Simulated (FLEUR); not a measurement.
## CdF2 under changes of volume

One of the cells (13.035 Å³/atom); the others are scaled copies at fixed shape and fractional positions:

```
CELL_PARAMETERS angstrom
0.00000 2.69400 2.69400
2.69400 0.00000 2.69400
2.69400 2.69400 0.00000
ATOMIC_POSITIONS crystal
Cd 0.00000 0.00000 0.00000
F 0.75000 0.75000 0.75000
F 0.25000 0.25000 0.25000
```

```yaml
Program: FLEUR MaX-R8.1 (later development tree)
Functional: PBEsol
Potentials_or_basis: all-electron
Basis: FLAPW
Kmax: 4.62 1/bohr
k_mesh: 9 × 9 × 9
Occupations: fermi-dirac, width 0.05 eV
Spin: no spin polarisation
```

| volume (Å³/atom) | energy over the lowest point (meV/atom) | gap on the mesh (eV) |
| --- | --- | --- |
| 12.253 | ? | ? |
| 12.513 | 6.95 | 3.09 |
| 12.774 | 1.59 | 3.02 |
| 13.035 | 0.00 | 2.95 |
| 13.295 | 2.61 | 2.89 |
| 13.556 | 7.88 | 2.82 |
| 13.817 | 15.95 | 2.75 |

Problem. What does the run at 12.253 Å³/atom give?

Solution. Energy over the lowest point 16.08 meV/atom; gap on the mesh 3.17 eV.

Worked out: A Birch-Murnaghan fit of order 3 (a polynomial in V^(-2/3)) to the other rows has its minimum at 12.99 Å³/atom with B0 = V·E''(V) = 113 GPa and B' = 6.7. It gives 17.34 meV/atom at 12.253 Å³/atom, against the run's 16.08. A straight line through the other rows of the gap, of slope -3.4 eV per unit of ln V, extrapolates to 3.16 eV, against the run's 3.17.

Energies are extrapolated to zero smearing.

Caveats: an odd mesh through Γ misses points on the zone boundary, where band edges often lie. Spin-orbit coupling on Cd is left out.
